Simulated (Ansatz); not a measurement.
# Si2Mo: further runs on the relaxed cell

An exercise on one series of results from a longer session: the logs are not shown, and one member is left open.

Computed with Ansatz 0.2.0 (DFT PBE, scalar-relativistic, plane waves, PAW, unless a step's input says otherwise).

## The starting structure

Symmetry: I4/mmm, No. 139, tetragonal system. Conventional cell: a = 3.217 Å, b = 3.217 Å, c = 7.873 Å, α = 90.00°, β = 90.00°, γ = 90.00°. Si (site symmetry 4mm) has 5 Si at 2.60 to 2.64 Å and 5 Mo at 2.62 to 2.64 Å as nearest neighbours. Mo (site symmetry 4/mmm) is surrounded by 10 Si at 2.62 to 2.64 Å.

Structure file:

```cif
data_structure
_symmetry_space_group_name_H-M 'P 1'
_symmetry_Int_Tables_number 1
_cell_length_a 4.5464
_cell_length_b 4.5464
_cell_length_c 4.5464
_cell_angle_alpha 138.563
_cell_angle_beta 138.563
_cell_angle_gamma 60.042
_cell_volume 40.74
loop_
_atom_site_label
_atom_site_type_symbol
_atom_site_fract_x
_atom_site_fract_y
_atom_site_fract_z
_atom_site_occupancy
Si1 Si 0.33510 0.33510 0.00000 1
Si2 Si 0.66490 0.66490 0.00000 1
Mo1 Mo 0.00000 0.00000 0.00000 1
```

It is the result of an earlier relaxation at this level (volume 13.58 Å³/atom; gap on the mesh: none (metal)).

Set-up of the first run:

input.yaml reads:

```yaml
crystal:
  lattice:
    - [-1.6084236834, 1.6084236834, 3.9365100041]
    - [1.6084236834, -1.6084236834, 3.9365100041]
    - [1.6084236834, 1.6084236834, -3.9365100041]
  atoms:
    - { symbol: Si, position: [0.3350991393, 0.3350991393, 0.0] }
    - { symbol: Si, position: [0.6649008607, 0.6649008607, 0.0] }
    - { symbol: Mo, position: [0.0, 0.0, 0.0] }
basis:
  ecutwfc: 420
kpoints:
  mp_grid: { grid: [18, 18, 18] }
  band_path:
    path:
      - [[0.0, 0.0, 0.0], [0.0, 0.0, 0.5], [0.25, 0.25, 0.25], [0.0, 0.5, 0.0], [0.0, 0.0, 0.0], [0.5, 0.5, -0.5], [0.29173671, 0.70826329, -0.29173671]]
      - [[-0.29173671, 0.29173671, 0.29173671], [0.0, 0.0, 0.0]]
      - [[0.0, 0.0, 0.5], [-0.08347342, 0.08347342, 0.5]]
      - [[0.5, 0.5, -0.08347342], [0.5, 0.5, -0.5]]
    npoints: 14
hamiltonian:
  xc: pbe
scf:
  occupations: { method: gaussian, width: 0.1 }
  n_extra_bands: 7
output:
  forces: true
  stress: true
  eigenvalues: true
  populations: true
  dos: { projected: true, de: 0.02, nscf_kmesh: { grid: [27, 27, 27] } }
  bader: true
  write_density: true
  write_potential: true
  elf: true
  volumetric_format: npy
```

On the command line:

```console
$ ansatz run input.yaml --threads 1 --pin off --max-ram 2560MiB --backend cpu --events-out ev --progress --plain --runs-dir out
```

Among the steps run: Bands, states and charges; Volume × 0.97; Volume × 1.03; The cell scaled to 0.94 of its volume; Volume × 1.06.

One table of the session follows, with a row left open; its other results are not shown here.

It belongs to the step «Equation of state». 

| volume (Å³/atom) | energy above the lowest point (meV/atom) | pressure (GPa) |
| --- | --- | --- |
| 12.764 | 34.9 | 14.49 |
| 13.171 | ? | ? |
| 13.578 | 0.0 | 0.01 |
| 13.986 | 7.4 | -5.64 |
| 14.393 | 28.0 | -10.42 |

**Question.** Estimate the row for volume (Å³/atom) = 13.171.

Worked estimate for «energy above the lowest point (meV/atom)». A straight line through the neighbours (12.764, 34.9) and (13.578, 0.0) gives 34.9 + (0.0 − 34.9) × (13.171 − 12.764) / (13.578 − 12.764) = 17.4; a parabola fitted to 3 rows on both sides gives 9.2.

The run gave: energy above the lowest point (meV/atom): 8.2; pressure (GPa): 6.66. In «energy above the lowest point (meV/atom)» the line misses by +9.2 and the parabola by +1.0.
